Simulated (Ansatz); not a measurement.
# FeCo: the cost of one run

Method: DFT PBE, scalar-relativistic, plane waves, PAW, in Ansatz 0.2.0.

3 further runs of the same task are left out: 1 that didn't finish, 2 set aside as unsound or not needed.

## Step 1: Starting point

Symmetry: Pm-3m, No. 221, cubic system. The conventional cell has a = 2.845 Å, b = 2.845 Å, c = 2.845 Å, α = 90.00°, β = 90.00°, γ = 90.00°. Fe (site symmetry m-3m) has 8 Co at 2.46 Å as nearest neighbours. Co (site symmetry m-3m) is surrounded by 8 Fe at 2.46 Å.

Structure file:

```xyz
2
Lattice="2.8449 0.0000 0.0000 0.0000 2.8449 0.0000 0.0000 0.0000 2.8449" Properties=species:S:1:pos:R:3 pbc="T T T"
Fe    1.4224    1.4224    1.4224
Co    0.0000    0.0000    0.0000
```

It is the result of an earlier relaxation at this level (volume 11.51 Å³/atom; gap on the mesh: none (metal), site moments up to 2.8 μB).

## Step 2: Electronic structure at the relaxed geometry

input.yaml reads:

```yaml
crystal:
  lattice:
    - [2.8448778431, 0.0, 0.0]
    - [0.0, 2.8448778431, 0.0]
    - [0.0, 0.0, 2.8448778431]
  atoms:
    - { symbol: Fe, position: [0.5, 0.5, 0.5], spin: 3.09 }
    - { symbol: Co, position: [0.0, 0.0, 0.0], spin: 2.02 }
basis:
  ecutwfc: 420
kpoints:
  mp_grid: { grid: [14, 14, 14] }
  band_path:
    path:
      - [[0.0, 0.0, 0.0], [0.0, 0.5, 0.0], [0.5, 0.5, 0.0], [0.0, 0.0, 0.0], [0.5, 0.5, 0.5], [0.0, 0.5, 0.0]]
      - [[0.5, 0.5, 0.5], [0.5, 0.5, 0.0]]
    npoints: 14
hamiltonian:
  xc: pbe
scf:
  occupations: { method: gaussian, width: 0.1 }
  n_extra_bands: 6
output:
  forces: true
  stress: true
  eigenvalues: true
  populations: true
  dos: { projected: true, de: 0.02, nscf_kmesh: { grid: [21, 21, 21] } }
  bader: true
magnetization:
  spin_polarized: true
checkpoint:
  read: start.run
  write: ck
  compress: false
  write_wavefunctions: false
  write_every: 100000
```

The run is started by

```sh
ansatz run input.yaml --threads 1 --pin off --max-ram 2560MiB --backend cpu --events-out ev --progress --plain --runs-dir out
```

**Question.** How long does this run take on 1 thread of Intel Xeon 6975P-C (Granite Rapids), shared host, and how much memory does it need?

About 21 s, with a peak of 0.45 GiB.
